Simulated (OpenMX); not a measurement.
## KF (Carobbiite) under changes of volume

One of the cells (19.074 Å³/atom); the others are scaled copies at fixed shape and fractional positions:

```xyz
2
Lattice="0.0000 2.6719 2.6719 2.6719 0.0000 2.6719 2.6719 2.6719 0.0000" Properties=species:S:1:pos:R:3 pbc="T T T"
K     0.0000    0.0000    0.0000
F     2.6719    2.6719    2.6719
```

- Program: OpenMX 3.8.5
- Functional: PBE
- Potentials or basis: OpenMX 2013 PBE set, K10.0-s3p2d1, F6.0-s2p2d1, fixed grid of 36 × 36 × 36 points
- k mesh: 9 × 9 × 9
- Occupations: fermi-dirac, width 0.05 eV
- Spin: no spin polarisation

```tsv
volume (Å³/atom)	energy over the lowest point (meV/atom)	gap on the mesh (eV)
17.929	20.53	6.58
18.311	?	?
18.692	6.81	6.34
19.074	2.89	6.23
19.455	0.72	6.12
19.837	0.00	6.01
20.218	0.67	5.91
```

What does the run at 18.311 Å³/atom give?

Energy over the lowest point 12.64 meV/atom; gap on the mesh 6.45 eV.

Worked out: A Birch-Murnaghan fit of order 3 (a polynomial in V^(-2/3)) to the other rows has its minimum at 19.83 Å³/atom with B0 = V·E''(V) = 29 GPa and B' = 4.9. It gives 12.59 meV/atom at 18.311 Å³/atom, against the run's 12.64. A straight line through the other rows of the gap, of slope -5.58 eV per unit of ln V (its deformation potential), gives 6.46 eV, against the run's 6.45.

Energies are extrapolated to zero smearing.

Caveats: an odd mesh through Γ misses points on the zone boundary, where band edges often lie; the basis of atomic orbitals isn't converged, which shifts pressures, moduli and gaps.
